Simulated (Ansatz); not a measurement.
# SiO2: straining the crystal, biaxial strain in the a-b plane

An exercise on one series of results from a longer session: the logs are not shown, and one member is left open.

Computed with Ansatz 0.2.0 (DFT LDA, scalar-relativistic, plane waves, PAW, unless a step's input says otherwise).

2 further runs of the same task are left out: 2 set aside as unsound or not needed.

**The system as given**

It takes space group P6_322 (No. 182, hexagonal). Conventional cell: a = 5.015 Å, b = 5.015 Å, c = 8.539 Å, α = 90.00°, β = 90.00°, γ = 120.00°. Si (site symmetry 3) has 4 O at 1.60 to 1.61 Å in its first shell of neighbours. Around O (site symmetry 2) lie 2 Si at 1.61 Å. Around O (site symmetry 32) lie 2 Si at 1.60 Å.

Coordinates:

```xyz
12
Lattice="5.0150 0.0000 0.0000 -2.5075 4.3431 0.0000 0.0000 0.0000 8.5394" Properties=species:S:1:pos:R:3 pbc="T T T"
Si    2.5075    1.4477    8.0019
Si    2.5075    1.4477    4.8073
Si    0.0000    2.8954    0.5376
Si    0.0000    2.8954    3.7321
O    -1.0333    1.7896    0.0000
O     1.0333    1.7896    4.2697
O     2.9485    0.0000    4.2697
O     1.4743    2.5535    0.0000
O    -1.4743    2.5535    4.2697
O     2.5075    1.4477    6.4046
O     0.0000    2.8954    2.1349
O     2.0665    0.0000    0.0000
```

It goes back to an entry of the Materials Project, which need not be the stable form.

It is the result of an earlier relaxation at this level (volume 15.50 Å³/atom; gap on the mesh: 5.42 eV).

The unstrained cell comes from an earlier run at this level (12 atoms, E(σ→0) -6890.6780 eV, gap 5.41 eV over the zone).

Set-up of the first run:

input.yaml reads:

```yaml
crystal:
  lattice:
    - [4.9397798722, 0.0, 0.0]
    - [-2.4698899361, 4.2779748585, 0.0]
    - [0.0, 0.0, 8.6162954385]
  atoms:
    - { symbol: Si, position: [0.6666666667, 0.3333333333, 0.9370470931] }
    - { symbol: Si, position: [0.6666666667, 0.3333333333, 0.5629529069] }
    - { symbol: Si, position: [0.3333333333, 0.6666666667, 0.0629529069] }
    - { symbol: Si, position: [0.3333333333, 0.6666666667, 0.4370470931] }
    - { symbol: O, position: [0.0, 0.4120635575, 0.0] }
    - { symbol: O, position: [0.4120635575, 0.4120635575, 0.5] }
    - { symbol: O, position: [0.5879364425, 0.0, 0.5] }
    - { symbol: O, position: [0.5879364425, 0.5879364425, 0.0] }
    - { symbol: O, position: [0.0, 0.5879364425, 0.5] }
    - { symbol: O, position: [0.6666666667, 0.3333333333, 0.75] }
    - { symbol: O, position: [0.3333333333, 0.6666666667, 0.25] }
    - { symbol: O, position: [0.4120635575, 0.0, 0.0] }
basis:
  ecutwfc: 420
kpoints:
  mp_grid: { grid: [6, 6, 4] }
hamiltonian:
  xc: lda
scf:
  occupations: { method: gaussian, width: 0.02 }
output:
  forces: true
  stress: true
  eigenvalues: true
relax:
  adjacent_minimum: "off"
  f_tol: 0.008
  max_steps: 40
  cell: { stress_tol: 0.015, fix: [a, b, gamma] }
```

Launch:

```console
$ ansatz run input.yaml --threads 2 --pin off --max-ram 5120MiB --backend cpu --events-out ev --progress --plain --runs-dir out
```

Among the steps run: The cell strained by -1.5 %; Seeking the band edges at -1.5 %; At +1.5 %; Band edges over the zone at +1.5 %; Strain -3.0 %; Band edges over the zone at -3.0 %; The cell strained by +3.0 %; Seeking the band edges at +3.0 %.

One of the session's tables, all rows but one given; the rest of the session is left out.

Lengths are those of the vectors of the cell that was run; stresses in GPa:

```
strain (%)  ΔE (meV/atom)  a (Å)  b (Å)  c (Å)
      -3.0            4.4  4.865  4.865  8.594
      -1.5            1.0  4.940  4.940  8.565
      +0.0            0.0  5.015  5.015  8.539
      +1.5              ?      ?      ?      ?
      +3.0            4.3  5.165  5.165  8.490
```

**Question.** Estimate the row for strain (%) = +1.5.

Worked estimate for «ΔE (meV/atom)». A straight line through the neighbours (0.0, 0.0) and (3.0, 4.3) gives 0.0 + (4.3 − 0.0) × (1.5 − 0.0) / (3.0 − 0.0) = 2.1; a parabola fitted to 3 rows on both sides gives 1.1.

As computed: ΔE (meV/atom): 1.1; a (Å): 5.090; b (Å): 5.090; c (Å): 8.514. In «ΔE (meV/atom)» the line misses by +1.0 and the parabola by 0.0.

ΔE is over the unstrained cell. Stress in GPa, positive in compression, on the Cartesian axes of the input.
